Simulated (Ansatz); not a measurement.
An elastic constant from a strain scan in GaP

Theory: DFT r2SCAN, scalar-relativistic, plane waves, PAW (Ansatz 0.2.0). Settings: plane waves to 500 eV, k-mesh 8×8×8 (Γ-centred), Gaussian smearing 0.05 eV. No spin polarisation. Energies are free energies at this smearing, counted from the undisturbed cell; pressure is positive in compression.

Zero of the scan (as given, not relaxed at this level; it stands at 0.0 GPa):

```yaml
crystal:
  lattice:
    - [0.00000, 2.72525, 2.72525]
    - [2.72525, 0.00000, 2.72525]
    - [2.72525, 2.72525, 0.00000]
  atoms:
    - { symbol: Ga, position: [0.00000, 0.00000, 0.00000] }
    - { symbol: P, position: [0.75000, 0.75000, 0.75000] }
```

The cell is strained by ε times the Voigt pattern (0, 1, 0, 0, 0, 0) (xx, yy, zz, yz, xz, xy; engineering shear) with fractional coordinates fixed. The cell holds 2 atoms in V0 = 40.48 Å³. The stress column is τ = (1/V0) dE/dε, got from the stress tensor σ (compression positive) at each point as −det(1 + εP) σ : P(1 + εP)⁻¹, with P the pattern as a tensor.

```
      ε  ΔE (meV/atom)  τ (GPa)
-0.0400         15.053   -5.996
-0.0300          8.448   -4.462
-0.0200          3.765   -2.959
 0.0000          0.000   -0.043
 0.0100          0.837    1.367
 0.0300          7.764    4.090
 0.0400              ?        ?
```

Task: Which combination of elastic constants does this scan measure, and how large is it?

Result: For small ε, τ = τ0 + Kε with K = pᵀCp, which for this pattern is C11 in the cubic axes. The parabola through τ at ε = -0.0200, 0 and 0.0100 has slope K = 143 GPa at zero. The energies per cell, E = NΔE, of the same two points give K = 2[E(ε₊)/ε₊ − E(ε₋)/ε₋]/[(ε₊ − ε₋)V0] = 144 GPa, in agreement.

Task: Predict the withheld row at ε = 0.0400 from the harmonic law, and compare.

Result: ΔE = V0(τ0 ε + Kε²/2)/N = 14.196 meV/atom and τ = 5.66 GPa. The calculation gives 13.762 meV/atom and 5.40 GPa, a miss of 3.1 % of the harmonic energy, so the harmonic law still holds here.